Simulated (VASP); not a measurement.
# ZrB (Fm-3m) in VASP: notebook, part 2 of 2

VASP 6.6.1. The steps go on from the part before.

## 4. Single point, PBE

This run uses another cell than the first one, of 12.57 Å³/atom, 0.853 times its volume.

Input file INCAR:

```
SYSTEM = ZrB
  PREC = Accurate
  ENCUT = 520
  EDIFF = 1E-7
  ISMEAR = 0
  SIGMA = 0.1
  LREAL = .False.
  LASPH = .True.
  NELM = 100
  ALGO = Normal
  ISIF = 2
  LWAVE = .False.
  LCHARG = .False.
  GGA = PE
  NBANDS = 14
```

Input file KPOINTS:

```
regular mesh
0
Gamma
  6 6 6
  0 0 0
```

Input file POSCAR:

```
ZrB
1.0
    0.0000000000      2.3250000000      2.3250000000
    2.3250000000      0.0000000000      2.3250000000
    2.3250000000      2.3250000000      0.0000000000
Zr B
1 1
Direct
    0.0000000000      0.0000000000      0.0000000000
    0.5000000000      0.5000000000      0.5000000000
```

Potentials or basis: VASP PAW PBE potentials, release 64 (Zr_sv, B).

The run is started by

```sh
$ cat potpaw_PBE.64/Zr_sv/POTCAR potpaw_PBE.64/B/POTCAR > POTCAR
$ mpirun -np 1 vasp_std > vasp.out
```

OUTCAR:

```text
SYSTEM = ZrB
   PREC = Accurate
   ENCUT = 520
   EDIFF = 1E-7
   ISMEAR = 0
   LREAL = .False.
   LASPH = .True.
   NELM = 100
   ISIF = 2
   GGA = PE

 ion  position               nearest neighbor table
   1  0.000  0.000  0.000-   2 2.33   2 2.33   2 2.33   2 2.33   2 2.33   2 2.33
   2  0.500  0.500  0.500-   1 2.33   1 2.33   1 2.33   1 2.33   1 2.33   1 2.33

  LATTYP: Found a face centered cubic cell.
 ALAT       =     4.6500000000

  Lattice vectors:

 A1 = (   0.0000000000,   2.3250000000,   2.3250000000)
 A2 = (   2.3250000000,   0.0000000000,   2.3250000000)
[... 448 lines left out ...]

  FORCE on cell =-STRESS in cart. coord.  units (eV):
  Direction    XX          YY          ZZ          XY          YZ          ZX
  --------------------------------------------------------------------------------------
  -------------------------------------------------------------------------------------
  Total        5.5008151      5.5008151      5.5008151      0.0000000      0.0000000      0.0000000
  in kB      350.6216737    350.6216737    350.6216737      0.0000000      0.0000000      0.0000000
  external PRESSURE =     350.6216737 kB  Pullay stress =       0.0000000 kB

 VOLUME and BASIS-vectors are now :
 -----------------------------------------------------------------------------
  energy-cutoff  :      520.00
  volume of cell :       25.14
      direct lattice vectors                 reciprocal lattice vectors
     0.000000000  2.325000000  2.325000000    -0.215053763  0.215053763  0.215053763
     2.325000000  0.000000000  2.325000000     0.215053763 -0.215053763  0.215053763
     2.325000000  2.325000000  0.000000000     0.215053763  0.215053763 -0.215053763

 POSITION                                       TOTAL-FORCE (eV/Angst)
 -----------------------------------------------------------------------------------
      0.00000      0.00000      0.00000        -0.000000      0.000000      0.000000
      2.32500      2.32500      2.32500         0.000000      0.000000     -0.000000
 -----------------------------------------------------------------------------------
    total drift:                                0.000000     -0.000000     -0.000000

  FREE ENERGIE OF THE ION-ELECTRON SYSTEM (eV)
  ---------------------------------------------------
  free  energy   TOTEN  =       -15.5950726936 eV

  energy  without entropy=      -15.5857029300  energy(sigma->0) =      -15.59038781
```

Run time: 4 s. Hardware: 1 thread of Intel Xeon Platinum 8375C at 2.90GHz (Ice Lake), shared host; peak memory 0.13 GiB.

Results:

| Property | Result |
| --- | --- |
| Free energy | -15.5951 eV |
| Pressure | 35.1 GPa |
| Band gap on the k mesh | none (metal or under the smearing width) |

Levels at points of the mesh, in eV from the Fermi level:
```tsv
k point	band 4	band 5	band 6	band 7	band 8	band 9	band 10	band 11	band 12	band 13
(0.00, 0.00, 0.00)	-24.34	-8.15	2.10	2.10	2.10	3.88	3.88	4.00	4.00	4.00
(0.50, 0.00, 0.00)	-24.43	-4.01	-3.43	-1.23	-1.23	5.95	5.95	7.55	8.44	13.57
(0.50, 0.50, 0.00)	-24.67	-6.32	-0.94	-0.12	2.73	2.73	5.65	7.11	7.11	10.85
```

Caveat: the k mesh is coarse (spacing up to 0.39 Å⁻¹), so the values aren't converged; a pressure of tens of GPa on the cell as given is suspect, and the run, the potentials or the cell itself is likely at fault.

## 5. Single point, PBE

Input file INCAR:

```
SYSTEM = ZrB
PREC     = Accurate       ! precision mode
ENCUT    = 520            ! plane-wave cutoff, eV
EDIFF    = 1E-7           ! SCF threshold, eV
ISMEAR   = 0              ! smearing method
SIGMA    = 0.1            ! smearing width, eV
LREAL    = .False.        ! projectors in reciprocal space
LASPH    = .True.         ! aspherical terms in the spheres
NELM     = 100            ! most SCF steps
ALGO     = Normal         ! electronic algorithm
ISIF     = 2              ! what is computed and relaxed
LWAVE    = .False.        ! write WAVECAR
LCHARG   = .True.         ! write CHGCAR
GGA      = PE             ! functional
LELF     = .True.         ! ELF
LVHAR    = .True.       
NBANDS   = 14             ! bands
```

Input file KPOINTS:

```
Automatic mesh
0
Gamma
  6 6 6
  0 0 0
```

Input file POSCAR:

```
ZrB
1.0
    0.0000000000      2.4515811075      2.4515811075
    2.4515811075      0.0000000000      2.4515811075
    2.4515811075      2.4515811075      0.0000000000
Zr B
1 1
Direct
    0.0000000000      0.0000000000      0.0000000000
    0.5000000000      0.5000000000      0.5000000000
```

The run is started by

```sh
$ cat potpaw_PBE.64/Zr_sv/POTCAR potpaw_PBE.64/B/POTCAR > POTCAR
$ mpirun -np 1 vasp_std > vasp.out
```

Run time: 14 s. Hardware: 1 thread of Intel Xeon Platinum 8488C (Sapphire Rapids), shared host; peak memory 0.15 GiB.

The run converged. Its results:

* Free energy: -16.0185 eV
* Pressure: 0.3 GPa
* Band gap on the k mesh: none (metal or under the smearing width)

Levels at points of the mesh, in eV from the Fermi level:
| k point | band 6 | band 7 | band 8 | band 9 | band 10 | band 11 |
| --- | --- | --- | --- | --- | --- | --- |
| (0.00, 0.00, 0.00) | 1.93 | 1.93 | 1.93 | 3.33 | 3.33 | 3.62 |
| (0.50, 0.00, 0.00) | -3.61 | -0.97 | -0.97 | 5.00 | 5.00 | 6.27 |
| (0.50, 0.50, 0.00) | -0.60 | -0.58 | 2.24 | 2.24 | 4.74 | 5.91 |

Caveat: the k mesh is coarse (spacing up to 0.37 Å⁻¹), so the values aren't converged.

## 6. Relaxation of cell and atoms, PBE

This run uses another cell than the first one, of 12.57 Å³/atom, 0.853 times its volume.

Input file INCAR:

```
SYSTEM = ZrB
  ALGO = Normal
  EDIFF = 1E-6
  EDIFFG = -0.04
  ENCUT = 600
  GGA = PE
  IBRION = 2
  ISIF = 3
  ISMEAR = 0
  LASPH = .True.
  LCHARG = .False.
  LREAL = .False.
  LWAVE = .False.
  NELM = 100
  NSW = 60
  PREC = Accurate
  SIGMA = 0.1
```

Input file KPOINTS:

```
k-points
0
Gamma
  6 6 6
  0 0 0
```

Input file POSCAR:

```
ZrB
1.0
    0.0000000000      2.3250000000      2.3250000000
    2.3250000000      0.0000000000      2.3250000000
    2.3250000000      2.3250000000      0.0000000000
Zr B
1 1
Direct
    0.0000000000      0.0000000000      0.0000000000
    0.5000000000      0.5000000000      0.5000000000
```

Potentials or basis: VASP PAW PBE potentials, release 64 (Zr_sv, B).

The run is started by

```sh
$ cat potpaw_PBE.64/Zr_sv/POTCAR potpaw_PBE.64/B/POTCAR > POTCAR
$ mpirun -np 1 vasp_std > vasp.out
```

It took 31 s on 1 thread of Intel Xeon Platinum 8488C (Sapphire Rapids), shared host; peak memory 0.16 GiB.

Results (log left out):

```yaml
Free_energy: -16.0167 eV
Relaxed_volume: 14.78 Å³/atom
Relaxed_cell: a = 3.470 Å, b = 3.470 Å, c = 3.470 Å, α = 60.00°, β = 60.00°, γ = 60.00°
Space_group_after_relaxing_to_0.05_Å: Fm-3m (No. 225)
Energy_gained_by_relaxing: 210.1 meV/atom
Ionic_steps: 4
Pressure_after_relaxing: -0.2 GPa
Band_gap_on_the_k_mesh: none (metal or under the smearing width)
```

The path:
```
step  energy change (eV)  largest force (eV/Å)  pressure (GPa)  volume (Å³)
   1              0.0000                0.0000           35.02        25.14
   2              0.1566                0.0000          -22.17        36.51
   3             -0.4193                0.0000           -1.18        29.74
   4             -0.4201                0.0000           -0.19        29.55
```

Final structure:
```
Zr B
1.0
     0.00000    2.45390    2.45390
     2.45390    0.00000    2.45390
     2.45390    2.45390    0.00000
Zr B
1 1
Direct
  0.00000 0.00000 0.00000
  0.50000 0.50000 0.50000
```

Levels at points of the mesh, in eV from the Fermi level:
```tsv
k point	band 4	band 5	band 6	band 7	band 8	band 9	band 10	band 11
(0.00, 0.00, 0.00)	-25.14	-7.84	1.93	1.93	1.93	3.32	3.32	3.62
(0.50, 0.00, 0.00)	-25.19	-4.00	-3.60	-0.96	-0.96	4.98	4.98	6.25
(0.50, 0.50, 0.00)	-25.33	-5.90	-0.60	-0.58	2.23	2.23	4.72	5.89
```

Caveat: the k mesh is coarse (spacing up to 0.39 Å⁻¹), so the values aren't converged; the volume moved by over 15 % at a fixed basis, so the end points are rough; the volume moved by +18 % from the deposited cell, more than functionals usually miss. PBE usually gives volumes a little too large and moduli too small.

## 7. Overview

```tsv
task	cell	k mesh	cutoff (eV)	mesh quality	gap on the mesh (eV)	pressure (GPa)
single point	Fm-3m, 14.73 Å³/atom	20 × 20 × 20	520	not flagged	none	0.2
relaxation of cell and atoms	relaxed	20 × 20 × 20	600	not flagged	none	0.2
single point	Fm-3m, 12.57 Å³/atom	6 × 6 × 6	520	coarse	none	35.1
single point	Fm-3m, 14.73 Å³/atom	6 × 6 × 6	520	coarse	none	0.3
relaxation of cell and atoms	relaxed	6 × 6 × 6	600	coarse	none	-0.2
```

Alike in all rows: level PBE; potentials or basis VASP PAW PBE potentials, release 64 (Zr_sv, B); no spin polarisation; smearing gaussian 0.1 eV.

Caveats: some runs use coarse meshes; the relaxation stopped at its first step, so nothing moved (some runs); a pressure of tens of GPa on the cell as given is suspect, and the run, the potentials or the cell itself is likely at fault (some runs); the volume moved by over 15 % at a fixed basis, so the end points are rough (some runs); the volume moved by +18 % from the deposited cell, more than functionals usually miss (some runs).

Total energies depend on the potentials used, so only differences within one code and one set of settings carry meaning.
